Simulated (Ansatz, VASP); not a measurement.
This is a calculation of Sr for VASP 6.6.1.

File INCAR:

```
SYSTEM = Sr
PREC = Accurate
ENCUT = 520
EDIFF = 1E-7
ISMEAR = -1
SIGMA = 0.05
LREAL = .FALSE.
LASPH = .TRUE.
NELM = 100
ALGO = Normal
ISIF = 2
LWAVE = .FALSE.
LCHARG = .FALSE.
GGA = PS
NBANDS = 11
```

KPOINTS

```
regular mesh
0
G
  8 8 8
  0 0 0
```

The input POSCAR:

```
Sr
1.0
    0.0000000000      3.0624986004      3.0624986004
    3.0624986004      0.0000000000      3.0624986004
    3.0624986004      3.0624986004      0.0000000000
Sr
1
Direct
    0.0000000000      0.0000000000      0.0000000000
```

Potentials or basis: VASP PAW PBE potentials, release 64 (Sr_sv).

Run with:

```bash
$ cat potpaw_PBE.64/Sr_sv/POTCAR > POTCAR
$ mpirun -np 1 vasp_std > vasp.out
```

**Question.** Set up the same calculation for Ansatz 0.2.0. Potentials there: Ansatz PAW.

**Answer.** As run (the cutoff follows the program's own potentials):

input.yaml

```yaml
crystal:
  lattice:
    - [0.0, 3.0624986004, 3.0624986004]
    - [3.0624986004, 0.0, 3.0624986004]
    - [3.0624986004, 3.0624986004, 0.0]
  atoms:
    - { symbol: Sr, position: [0.0, 0.0, 0.0] }
hamiltonian:
  xc: pbesol
  pseudopotentials: { kind: paw }
kpoints:
  mp_grid: { grid: [8, 8, 8] }
scf:
  occupations: { method: fermi_dirac, width: 0.05 }
output:
  forces: true
  stress: true
  eigenvalues: true
```

Potentials or basis: Ansatz PAW.

The run is started by

```sh
$ ansatz run input.yaml --threads 1 --pin off --max-ram 3584MiB --backend cpu --events-out ev --progress --plain --runs-dir out
```

Both were run:

|  | VASP | Ansatz | Ansatz less VASP |
| --- | --- | --- | --- |
| gap on the k mesh at the Fermi level (eV) | none | none | - |
| pressure (GPa) | -1.1 | -1.1 | -0.01 |

A gap of «none» marks a metal or a gap that the smearing closes.

Caveats: the PAW data sets were made with another functional, which shifts forces and pressure a little (VASP); the PAW data sets come from PBE, with cores solved anew for the run's functional, which leaves a small shift of forces and pressure (Ansatz).
